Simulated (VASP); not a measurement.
## ZrS2: relaxation of cell and atoms with PBEsol

ZrS2:

```
Zr S
1.0
     3.62739    0.00000    0.00000
    -1.81369    3.14141    0.00000
     0.00000    0.00000    5.89431
Zr S
1 2
Cartesian
  0.0000 0.0000 0.0000
  1.8137 1.0471 4.4393
  0.0000 2.0943 1.4550
```

The cell is a database's computed one.

```json
{
 "Program": "VASP 6.6.1",
 "Task": "relaxation of cell and atoms",
 "Functional": "PBEsol",
 "Potentials or basis": "VASP PAW PBE potentials, release 64 (Zr_sv, S)",
 "Cutoff": "600 eV",
 "k mesh": "9 × 9 × 5",
 "Occupations": "gaussian, width 0.03 eV",
 "Spin": "no spin polarisation",
 "Further INCAR settings": "ALGO = Normal; EDIFF = 1e-07; IBRION = 2; EDIFFG = -0.005; NSW = 90; ISIF = 3"
}
```

- Relaxed volume: 22.38 Å³/atom
- Relaxed cell: a = 3.627 Å, b = 3.627 Å, c = 5.892 Å, α = 90.00°, β = 90.00°, γ = 120.00°
- Space group after relaxing (to 0.05 Å): P-3m1 (No. 164)
- Energy gained by relaxing: 0.0 meV/atom
- Ionic steps: 3
- Pressure after relaxing: 0.0 GPa
- Band gap on the k mesh: 0.81 eV, indirect (least direct gap 1.56 eV)

Final structure:
```
CELL_PARAMETERS angstrom
3.62734 0.00000 0.00000
-1.81367 3.14137 0.00000
0.00000 0.00000 5.89249
ATOMIC_POSITIONS crystal
Zr 0.00000 0.00000 0.00000
S 0.66667 0.33333 0.75319
S 0.33333 0.66667 0.24681
```

Levels at points of the mesh, in eV from the valence-band top:
| k point | band 10 | band 11 | band 12 | band 13 | band 14 | band 15 |
| --- | --- | --- | --- | --- | --- | --- |
| (0.00, 0.00, 0.00) | -0.06 | -0.06 | -0.02 | 1.54 | 1.54 | 2.24 |

Wall time 100 s on 1 thread of Intel(R) Xeon(R) Platinum 8375C CPU @ 2.90GHz (Ice Lake), on a shared host, peak memory 0.24 GiB.

Caveat: the PAW data sets were made with another functional, which shifts forces and pressure a little; an odd mesh through Γ misses points on the zone boundary, where band edges often lie; this functional lacks dispersion, which binds the layers, so the pressure and a relaxed spacing across them are unreliable. PBEsol gaps usually lie below the measured ones, often by a third to a half.
